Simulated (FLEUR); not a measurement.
**Si: band structure with LDA**

Si:

```xyz
1
Lattice="-1.6269 1.6269 1.3203 1.6269 -1.6269 1.3203 1.6269 1.6269 -1.3203" Properties=species:S:1:pos:R:3 pbc="T T T"
Si    0.0000    0.0000    0.0000
```

This isn't the form of Si at room conditions, which is diamond.

```
Program                  : FLEUR MaX-R8.1 (later development tree)
Task                     : band structure
Functional               : LDA
Potentials or basis      : all-electron
Basis                    : FLAPW
Kmax                     : 4.24 1/bohr
k mesh                   : 13 × 13 × 13
Occupations              : fermi-dirac, width 0.05 eV
Spin                     : no spin polarisation
Gmax                     : 13.2 1/bohr
Muffin-tin radii         : Si 2.31 bohr
lmax                     : Si 9
lnonsphr                 : Si 9
Local orbitals a species : Si 4
Max iterations           : 60
Mixing factor            : 0.05
Mixer                    : Anderson
Mixer history            : 15
Density convergence      : 1e-05 me/bohr^3
```

| Property | Result |
| --- | --- |
| Band gap along the path | none (metal or under the smearing width) |
| Valence electrons inside the program's atomic spheres | Si 10.53 (radii Si 2.31 bohr) |

Levels at the corners of the path, in eV from the Fermi level:
```
point  band 5  band 6  band 7  band 8  band 9
    Γ  -14.67    9.60   10.08   10.08   12.98
    X   -8.52   -7.34    8.98   11.49   11.68
    M   -2.37   -2.37   -1.50    1.26    4.16
    Γ  -14.67    9.60   10.08   10.08   12.98
    Z   -1.81   -1.81   -1.27   -0.43    1.87
    P   -3.83   -3.13   -2.38   -2.38   19.32
    N   -6.39   -6.06    4.78    6.37    6.56
   Z1   -1.81   -1.81   -1.27   -0.43    1.87
    M   -2.37   -2.37   -1.50    1.26    4.16
    X   -8.52   -7.34    8.98   11.49   11.68
    P   -3.83   -3.13   -2.38   -2.38   19.32
```

Core levels (eV from the Fermi level):
```tsv
atom	levels
1 Si	1s1/2 -1773.4
```

It took 17 s on 1 thread of Arm Neoverse V2 (shared host), peak memory 0.05 GiB.
